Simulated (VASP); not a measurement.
TiNi: single point with PBEsol

Crystal: TiNi.

```
Ti Ni
1.0
     2.98807    0.00000    0.00000
     0.00000    2.98807    0.00000
     0.00000    0.00000    2.98807
Ti Ni
1 1
Direct
  0.50000 0.50000 0.50000
  0.00000 0.00000 0.00000
```

The cell comes from a database or a generator and needn't be the stable form of this composition.

| Property | Result |
| --- | --- |
| Program | VASP 6.6.1 |
| Task | single point |
| Functional | PBEsol |
| Potentials or basis | VASP PAW PBE potentials, release 64 (Ti_sv, Ni) |
| Cutoff | 520 eV |
| k mesh | 14 × 14 × 14 |
| Occupations | fermi-dirac, width 0.05 eV |
| Spin | no spin polarisation |

| Property | Result |
| --- | --- |
| Pressure | -3.1 GPa |
| Band gap on the k mesh | none (metal or under the smearing width) |

Levels at points of the mesh, in eV from the Fermi level:
```csv
k point,band 7,band 8,band 9,band 10,band 11,band 12,band 13,band 14,band 15,band 16
"(0.00, 0.00, 0.00)",-3.89,-1.98,-1.98,-1.98,0.46,0.46,2.62,2.62,2.62,8.68
"(0.50, 0.00, 0.00)",-2.74,-2.09,-2.09,-1.68,-0.74,-0.59,0.65,0.65,2.26,3.83
"(0.50, 0.50, 0.00)",-2.75,-2.75,-1.28,-0.73,0.50,0.50,0.93,2.32,2.32,3.08
"(0.50, 0.50, 0.50)",-2.81,-2.14,-2.14,-2.14,-1.25,-1.25,3.15,3.15,6.21,8.01
```

Run time: 24 s on 1 thread of Intel(R) Xeon(R) Platinum 8375C CPU @ 2.90GHz (Ice Lake) (shared host), peak memory 0.18 GiB.

Caveat: the PAW data sets were made with another functional, which shifts forces and pressure a little. Spin polarisation is off, so any magnetic state and its effect on volume and gap are missing.
